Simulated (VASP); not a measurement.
The system is BN.

```
CELL_PARAMETERS angstrom
1.25112 0.72234 3.37293
-1.25112 0.72234 3.37293
0.00000 -1.44467 3.37293
ATOMIC_POSITIONS crystal
N 0.66724 0.66724 0.66724
B 0.00033 0.00033 0.00033
```

The cell is a database's computed one.

```yaml
Program: VASP 6.6.1
Task: relaxation of cell and atoms
Functional: BLYP
Dispersion: D3(BJ)
Potentials_or_basis: VASP PAW PBE potentials, release 64 (N, B)
Cutoff: 600 eV
k_mesh: 12 × 12 × 12
Occupations: fermi-dirac, width 0.05 eV
Spin: no spin polarisation
```

At the start: pressure 0.1 GPa; volume 9.14 Å³/atom.

Task: How do energy, volume and symmetry change on relaxing?

Result: Over 12 steps the energy falls by 4.4 meV/atom and the volume is 8.63 Å³/atom (-5.7 %); space group R3m (No. 160, to 0.05 Å).

Step by step:
```csv
step,energy change (eV),largest force (eV/Å),pressure (GPa),volume (Å³)
1,0.0000,0.0005,0.14,18.29
2,-0.0010,0.0034,-2.41,18.31
3,-0.0011,0.0025,-1.87,18.31
4,-0.0022,0.0037,-1.74,18.21
5,-0.0052,0.0077,-1.44,17.94
6,-0.0085,0.0194,-0.64,17.39
7,-0.0087,0.0236,-0.39,17.23
8,-0.0087,0.0228,-0.44,17.26
9,-0.0085,0.0101,0.92,17.23
10,-0.0087,0.0115,0.05,17.25
11,-0.0087,0.0117,0.03,17.25
12,-0.0087,0.0027,-0.02,17.25
```

Final structure:
```
CELL_PARAMETERS angstrom
1.25219 0.72295 3.17642
-1.25219 0.72295 3.17642
0.00000 -1.44591 3.17642
ATOMIC_POSITIONS crystal
N 0.66738 0.66738 0.66738
B 0.00019 0.00019 0.00019
```

Caveat: the PAW data sets were made with another functional, which shifts forces and pressure a little.
